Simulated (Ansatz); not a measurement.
The same path of C2H4O2 (8 atoms, charge 0, multiplicity 1) was run twice with different band settings. The coordinate that changes most is the dihedral H7–C1–C2–O3.

Method: RKS BLYP-D4/def2-SVP in Ansatz 0.2.0.

Relaxed end points:

```xyz
8
Properties=species:S:1:pos:R:3
C -0.014 0.942 -0.242
C 0.299 -0.483 0.176
O 1.393 -0.918 0.485
O -0.829 -1.261 0.170
H -0.465 0.950 -1.255
H -0.762 1.383 0.447
H 0.911 1.543 -0.233
H -0.533 -2.156 0.453
```

```xyz
8
Properties=species:S:1:pos:R:3
C -0.221 0.945 -0.064
C 0.121 -0.481 0.329
O 0.244 -0.904 1.463
O 0.282 -1.274 -0.776
H -1.169 0.961 -0.638
H -0.319 1.567 0.842
H 0.565 1.356 -0.727
H 0.497 -2.170 -0.429
```

Common settings: movable images 5; climbing image yes; optimiser quadratic models (default); start path IDPP; force threshold 0.05 eV/Å; iteration limit 60; end points relaxed.

| run | spring |
| --- | --- |
| 1 | 5.0 eV/Å² |
| 2 | 20.0 eV/Å² |

(1) What does each run give, and how far can it be trusted?

## Answers

(1) Run 1: converged after 5 iterations, highest image 0.014 eV above the first end. A vibrational analysis at the climbing image gives one clearly imaginary mode, 78i cm⁻¹: a first-order saddle point.
Run 2: converged after 5 iterations, highest image 0.014 eV above the first end. Another band between the same ends (5 images) ends at a top of the same energy, where a vibrational analysis finds 1 clearly imaginary mode.
